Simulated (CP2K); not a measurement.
# Pb (P6_3/mmc) in CP2K: band structure with r2SCAN

Aim: the band structure of Pb with r2SCAN.

Everything below comes from runs of CP2K 2026.2. Logs are shortened: lines on timing, memory, paths and dates and some standing lists are left out, and cuts for length are marked.

## 1. The crystal as given

Symmetry: P6_3/mmc, No. 194, hexagonal system. Conventional cell: a = 3.480 Å, b = 3.480 Å, c = 5.590 Å, α = 90.00°, β = 90.00°, γ = 120.00°. Pb (site symmetry -6m2) has 12 Pb at 3.44 to 3.48 Å as nearest neighbours.

This isn't the form of Pb at room conditions, which is fcc.

## 2. Band structure, r2SCAN

pb_bands.inp reads:

```
&GLOBAL
  PROJECT pb_bands
  RUN_TYPE ENERGY_FORCE
  PRINT_LEVEL LOW
&END GLOBAL
&FORCE_EVAL
  METHOD QS
  STRESS_TENSOR ANALYTICAL
  &DFT
    BASIS_SET_FILE_NAME BASIS_MOLOPT_UZH
    POTENTIAL_FILE_NAME POTENTIAL_UZH
    &MGRID
      CUTOFF 675
      REL_CUTOFF 60
      NGRIDS 4
    &END MGRID
    &QS
      METHOD GPW
      EPS_DEFAULT 1.0E-10
    &END QS
    &KPOINTS
      SCHEME MONKHORST-PACK 9 9 5
      GAMMA_CENTERED T
      SYMMETRY T
      SYMMETRY_BACKEND SPGLIB
    &END KPOINTS
    &SCF
      SCF_GUESS ATOMIC
      EPS_SCF 1.0E-6
      MAX_SCF 100
      ADDED_MOS 10
      CHOLESKY OFF
      EPS_EIGVAL 1.0E-7
      &DIAGONALIZATION ON
        ALGORITHM STANDARD
      &END DIAGONALIZATION
      &MIXING ON
        METHOD BROYDEN_MIXING
        ALPHA 0.4
        BETA 1.5
        NBUFFER 8
      &END MIXING
      &SMEAR ON
        METHOD FERMI_DIRAC
        ELECTRONIC_TEMPERATURE [K] 300.557
      &END SMEAR
    &END SCF
    &XC
      &XC_FUNCTIONAL
        &MGGA_X_R2SCAN
        &END MGGA_X_R2SCAN
        &MGGA_C_R2SCAN
        &END MGGA_C_R2SCAN
      &END XC_FUNCTIONAL
    &END XC
    &PRINT
      &KPOINTS ON
      &END KPOINTS
      &MULLIKEN ON
      &END MULLIKEN
      &MO ON
        ENERGIES T
        OCCUPATION_NUMBERS T
        &EACH
          QS_SCF 0
        &END EACH
        ADD_LAST NUMERIC
      &END MO
      &BAND_STRUCTURE
        FILE_NAME bands.bs
        ADDED_MOS 4
        &KPOINT_SET
          UNITS B_VECTOR
          NPOINTS 8
          SPECIAL_POINT GAMMA 0.00000000 0.00000000 0.00000000
          SPECIAL_POINT M 0.50000000 0.00000000 0.00000000
          SPECIAL_POINT K 0.33333333 0.33333333 0.00000000
          SPECIAL_POINT GAMMA 0.00000000 0.00000000 0.00000000
          SPECIAL_POINT A 0.00000000 0.00000000 0.50000000
          SPECIAL_POINT L 0.50000000 0.00000000 0.50000000
          SPECIAL_POINT H 0.33333333 0.33333333 0.50000000
          SPECIAL_POINT A 0.00000000 0.00000000 0.50000000
        &END KPOINT_SET
        &KPOINT_SET
          UNITS B_VECTOR
          NPOINTS 8
          SPECIAL_POINT L 0.50000000 0.00000000 0.50000000
          SPECIAL_POINT M 0.50000000 0.00000000 0.00000000
        &END KPOINT_SET
        &KPOINT_SET
          UNITS B_VECTOR
          NPOINTS 8
          SPECIAL_POINT K 0.33333333 0.33333333 0.00000000
          SPECIAL_POINT H 0.33333333 0.33333333 0.50000000
        &END KPOINT_SET
      &END BAND_STRUCTURE
    &END PRINT
  &END DFT
  &SUBSYS
    &CELL
      A 3.4800000000 0.0000000000 0.0000000000
      B -1.7400000000 3.0137684052 0.0000000000
      C 0.0000000000 0.0000000000 5.5900000000
      PERIODIC XYZ
    &END CELL
    &COORD
      Pb  1.7400000002 1.0045894683 4.1925000000
      Pb  -0.0000000002 2.0091789369 1.3975000000
    &END COORD
    &KIND Pb
      BASIS_SET TZVP-MOLOPT-SCAN-GTH-q4
      POTENTIAL GTH-SCAN-q4
    &END KIND
    &PRINT
      &ATOMIC_COORDINATES ON
      &END ATOMIC_COORDINATES
      &CELL ON
      &END CELL
      &SYMMETRY ON
      &END SYMMETRY
    &END PRINT
  &END SUBSYS
  &PRINT
    &FORCES ON
    &END FORCES
    &STRESS_TENSOR ON
    &END STRESS_TENSOR
  &END PRINT
&END FORCE_EVAL
```

Potentials or basis: POTENTIAL_UZH Pb GTH-SCAN-q4; TZVP-MOLOPT-SCAN-GTH basis.

Launch:

```console
OMP_NUM_THREADS=1 cp2k.psmp -i pb_bands.inp -o pb_bands.out
```

pb_bands.out:

```text

 CP2K| version string:                                       CP2K version 2026.2
 CP2K| Input file name                                              pb_bands.inp

 GLOBAL| Force Environment number                                              1
 GLOBAL| Basis set file name                                    BASIS_MOLOPT_UZH
 GLOBAL| Potential file name                                       POTENTIAL_UZH
 GLOBAL| MM Potential file name                                     MM_POTENTIAL
 GLOBAL| Coordinate file name                                      __STD_INPUT__
 GLOBAL| Method name                                                        CP2K
 GLOBAL| Project name                                                   pb_bands
 GLOBAL| Run type                                                   ENERGY_FORCE
 GLOBAL| FFT library                                                       FFTW3
[... 6 lines left out ...]
 GLOBAL| Total number of message passing processes                             1
 GLOBAL| Number of threads for this process                                    1
 GLOBAL| CPU model name                                                  UNKNOWN

 CELL| Volume [angstrom^3]:                                            58.627440
 CELL| Vector a [angstrom]:       3.480     0.000     0.000   |a| =     3.480000
 CELL| Vector b [angstrom]:      -1.740     3.014     0.000   |b| =     3.480000
 CELL| Vector c [angstrom]:       0.000     0.000     5.590   |c| =     5.590000
 CELL| Angle (b,c), alpha [degree]:                                    90.000000
 CELL| Angle (a,c), beta  [degree]:                                    90.000000
 CELL| Angle (a,b), gamma [degree]:                                   120.000000
 CELL| Numerically orthorhombic:                                              NO
 CELL| Periodicity                                                           XYZ

 CELL_REF| Volume [angstrom^3]:                                        58.627440
 CELL_REF| Vector a [angstrom     3.480     0.000     0.000   |a| =     3.480000
 CELL_REF| Vector b [angstrom    -1.740     3.014     0.000   |b| =     3.480000
 CELL_REF| Vector c [angstrom     0.000     0.000     5.590   |c| =     5.590000
 CELL_REF| Angle (b,c), alpha [degree]:                                90.000000
 CELL_REF| Angle (a,c), beta  [degree]:                                90.000000
 CELL_REF| Angle (a,b), gamma [degree]:                               120.000000
 CELL_REF| Numerically orthorhombic:                                          NO
 CELL_REF| Periodicity                                                       XYZ
[... 9 lines left out ...]
 TOTAL NUMBERS AND MAXIMUM NUMBERS

  Total number of            - Atomic kinds:                                   1
                             - Atoms:                                          2
                             - Shell sets:                                     2
                             - Shells:                                        14
                             - Primitive Cartesian functions:                  8
                             - Cartesian basis functions:                     36
                             - Spherical basis functions:                     34

  Maximum angular momentum of- Orbital basis functions:                        2
                             - Local part of the GTH pseudopotential:          0
                             - Non-local part of the GTH pseudopotential:      4

 MODULE QUICKSTEP: ATOMIC COORDINATES IN ANGSTROM

   Atom Kind Element         X             Y             Z       Z(eff)     Mass
      1    1 Pb   82      1.740000      1.004589      4.192500   4.0000 207.2000
      2    1 Pb   82     -0.000000      2.009179      1.397500   4.0000 207.2000

 Crystal Symmetry Information
       International Symbol:                                            P6_3/mmc
       Point Group Symbol:                                                 6/mmm
       Schoenflies Symbol:                                                 D6h^4
       Number of Symmetry Operations:                                         24

 SCF PARAMETERS         Density guess:                                    ATOMIC
[... 9 lines left out ...]
                        --------------------------------------------------------
                        level_shift [a.u.]:                             0.000000
                        added MOs                                        10    0
                        --------------------------------------------------------
                        Mixing method:                            BROYDEN_MIXING
                                                charge density mixing in g-space
                        --------------------------------------------------------
[... 71 lines left out ...]
     1 NoMix/Diag. 0.40E+00    1.2     0.65193396        -7.3092165454 -7.31E+00
     2 Broy./Diag. 0.40E+00    1.5     0.01180847        -7.3342636815 -2.50E-02
     3 Broy./Diag. 0.40E+00    1.5     0.01865114        -7.2450507485  8.92E-02
     4 Broy./Diag. 0.40E+00    1.5     0.00595671        -7.2299169044  1.51E-02
     5 Broy./Diag. 0.40E+00    1.5     0.00916115        -7.2200253376  9.89E-03
     6 Broy./Diag. 0.40E+00    1.5     0.00014080        -7.2206575089 -6.32E-04
     7 Broy./Diag. 0.40E+00    1.5     0.00062581        -7.2199322334  7.25E-04
     8 Broy./Diag. 0.40E+00    1.5     0.00001114        -7.2198294955  1.03E-04
     9 Broy./Diag. 0.40E+00    1.5     0.00008538        -7.2197265357  1.03E-04
    10 Broy./Diag. 0.40E+00    1.5     0.00002332        -7.2196560493  7.05E-05
    11 Broy./Diag. 0.40E+00    1.5     0.00000163        -7.2196615140 -5.46E-06
    12 Broy./Diag. 0.40E+00    1.5     0.00000215        -7.2196668234 -5.31E-06
    13 Broy./Diag. 0.40E+00    1.5     0.00000097        -7.2196606463  6.18E-06

  *** SCF run converged in    13 steps ***

  Electronic density on regular grids:         -8.0000000000       -0.0000000000
  Core density on regular grids:                7.9999999957       -0.0000000043
  Total charge density on r-space grids:       -0.0000000043
  Total charge density g-space grids:          -0.0000000043

  Overlap energy of the core charge distribution:               0.00000000000634
  Self energy of the core charge distribution:                -14.33535138686878
  Core Hamiltonian energy:                                      2.89455719272595
  Hartree energy:                                               6.22489730180964
  Exchange-correlation energy:                                 -2.00367965098005
  Electronic entropic energy:                                  -0.00008410301102
  Fermi energy:                                                 0.16085143558185

  Total energy:                                                -7.21966064627415
  Total energy (extrapolated to T->0):                         -7.21961859476864

 MO| EIGENVALUES AND OCCUPATION NUMBERS FOR K POINT 1
 MO|
 MO|  Index      Eigenvalue [a.u.]        Eigenvalue [eV]             Occupation
 MO|      1              -0.132787              -3.613323               2.000000
 MO|      2              -0.113665              -3.092980               2.000000
 MO|      3               0.009523               0.259121               2.000000
 MO|      4               0.032028               0.871530               2.000000
 MO|      5               0.207820               5.655075               0.000000
 MO|      6               0.249605               6.792100               0.000000
 MO|      7               0.308088               8.383488               0.000000
 MO|      8               0.354706               9.652041               0.000000
 MO|      9               0.503377              13.697593               0.000000
 MO|     10               0.536275              14.592794               0.000000
 MO|     11               0.578377              15.738448               0.000000
 MO|     12               0.601181              16.358962               0.000000
 MO|     13               0.702390              19.112995               0.000000
[... 263 lines left out ...]
 MO|      4               0.118993               3.237976               2.000000
 MO|      5               0.168920               4.596553               0.000416
 MO|      6               0.199669               5.433265               0.000000
 MO|      7               0.261404               7.113162               0.000000
 MO|      8               0.360872               9.819840               0.000000
 MO|      9               0.511692              13.923854               0.000000
 MO|     10               0.617412              16.800625               0.000000
 MO|     11               0.650590              17.703454               0.000000
 MO|     12               0.675084              18.369980               0.000000
 MO|     13               0.781520              21.266243               0.000000
 MO|     14               0.840499              22.871129               0.000000
 MO| Sum:                                                               8.000416
 MO| E(Fermi):            0.160851 a.u.          4.376990 eV
 MO| Band gap:            0.049927 a.u.          1.358577 eV

 [... the levels of further k-points ...]

 !-----------------------------------------------------------------------------!
                     Mulliken Population Analysis

 #  Atom  Element  Kind  Atomic population                           Net charge
       1     Pb       1          4.000000                             -0.000000
       2     Pb       1          4.000000                              0.000000
 # Total charge                              8.000000                 -0.000000

 !-----------------------------------------------------------------------------!

 KPOINTS| Band Structure Calculation
 KPOINTS| Number of k-point sets                                               3
 KPOINTS| Number of added MOs/bands                                            4
 KPOINTS| Number of k-points in set    1                                      57
 KPOINTS| In units of b-vector [2pi/Bohr]
 KPOINTS| Special point     1       GAMMA     0.000000     0.000000     0.000000
 KPOINTS| Special point     2           M     0.500000     0.000000     0.000000
 KPOINTS| Special point     3           K     0.333333     0.333333     0.000000
 KPOINTS| Special point     4       GAMMA     0.000000     0.000000     0.000000
 KPOINTS| Special point     5           A     0.000000     0.000000     0.500000
 KPOINTS| Special point     6           L     0.500000     0.000000     0.500000
 KPOINTS| Special point     7           H     0.333333     0.333333     0.500000
 KPOINTS| Special point     8           A     0.000000     0.000000     0.500000
 KPOINTS| Number of k-points in set    2                                       9
 KPOINTS| In units of b-vector [2pi/Bohr]
 KPOINTS| Special point     1           L     0.500000     0.000000     0.500000
 KPOINTS| Special point     2           M     0.500000     0.000000     0.000000
 KPOINTS| Number of k-points in set    3                                       9
 KPOINTS| In units of b-vector [2pi/Bohr]
 KPOINTS| Special point     1           K     0.333333     0.333333     0.000000
 KPOINTS| Special point     2           H     0.333333     0.333333     0.500000

 ENERGY| Total FORCE_EVAL ( QS ) energy [hartree]             -7.219658775071404

 FORCES| Atomic forces [hartree/bohr]
 FORCES|   Atom     x               y               z               |f|
 FORCES|      1 -5.32758768E-11 -1.23031558E-10 -2.29640056E-10   2.65912840E-10
 FORCES|      2  5.32745179E-11  1.23027212E-10  2.29613975E-10   2.65888034E-10
 FORCES| Sum    -1.35893333E-15 -4.34635249E-15 -2.60813855E-14
 FORCES| Total atomic force                                       2.64759542E-14

 STRESS| Analytical stress tensor [bar]
 STRESS|                        x                   y                   z
 STRESS|      x       -1.63625966646E+03   4.53570360367E-05  -5.42462167436E-04
 STRESS|      y        4.53570360367E-05  -1.63631014569E+03  -3.10233848956E-04
 STRESS|      z       -5.42462167436E-04  -3.10233848956E-04   4.27451765777E+04
 STRESS| 1/3 Trace                                             1.31575355885E+04
 STRESS| Determinant                                           1.14447145167E+11

 STRESS| Eigenvectors and eigenvalues of the analytical stress tensor [bar]
 STRESS|                        1                   2                   3
 STRESS| Eigenvalues  -1.63631014573E+03  -1.63625966642E+03   4.27451765777E+04
 STRESS|      x          -0.000898527572      0.999999596324     -0.000000012223
 STRESS|      y           0.999999596324      0.000898527572     -0.000000006990
 STRESS|      z           0.000000006979      0.000000012229      1.000000000000
```

It took 25 s on 1 thread of Arm Neoverse V2, shared host; peak memory 0.37 GiB.

What came out:

| Property | Result |
| --- | --- |
| Free energy | -196.4569 eV |
| Pressure | 1.3 GPa |
| Band gap on the k mesh | none (metal or under the smearing width) |

Stress tensor (GPa, compression positive):
```
-0.16  0.00  0.00
 0.00 -0.16  0.00
 0.00  0.00  4.27
```

Levels at the corners of the path, in eV from the Fermi level:
| point | band 1 | band 2 | band 3 | band 4 | band 5 | band 6 | band 7 | band 8 | band 9 |
| --- | --- | --- | --- | --- | --- | --- | --- | --- | --- |
| Γ | -12.52 | -8.33 | -4.62 | 6.07 | 6.07 | 7.98 | 7.98 | 8.74 | 10.80 |
| M | -8.78 | -7.38 | -3.03 | -1.50 | -0.59 | 2.01 | 2.23 | 6.39 | 7.19 |
| K | -7.53 | -7.53 | -3.11 | -0.48 | -0.48 | 0.87 | 1.19 | 1.19 | 6.28 |
| Γ | -12.52 | -8.33 | -4.62 | 6.07 | 6.07 | 7.98 | 7.98 | 8.74 | 10.80 |
| A | -11.19 | -11.19 | 1.20 | 1.20 | 7.09 | 7.09 | 7.09 | 7.09 | 12.08 |
| L | -7.83 | -7.83 | -4.12 | -4.12 | 3.78 | 3.78 | 4.16 | 4.16 | 8.90 |
| H | -7.19 | -7.19 | -2.91 | -2.91 | -1.67 | -1.67 | 5.76 | 5.76 | 11.05 |
| A | -11.19 | -11.19 | 1.20 | 1.20 | 7.09 | 7.09 | 7.09 | 7.09 | 12.08 |
| L | -7.83 | -7.83 | -4.12 | -4.12 | 3.78 | 3.78 | 4.16 | 4.16 | 8.90 |
| M | -8.78 | -7.38 | -3.03 | -1.50 | -0.59 | 2.01 | 2.23 | 6.39 | 7.19 |
| K | -7.53 | -7.53 | -3.11 | -0.48 | -0.48 | 0.87 | 1.19 | 1.19 | 6.28 |
| H | -7.19 | -7.19 | -2.91 | -2.91 | -1.67 | -1.67 | 5.76 | 5.76 | 11.05 |

Caveat: spin-orbit coupling is left out, which moves the levels of the heavy elements; the basis of atomic orbitals isn't converged, which shifts pressures, moduli and gaps.
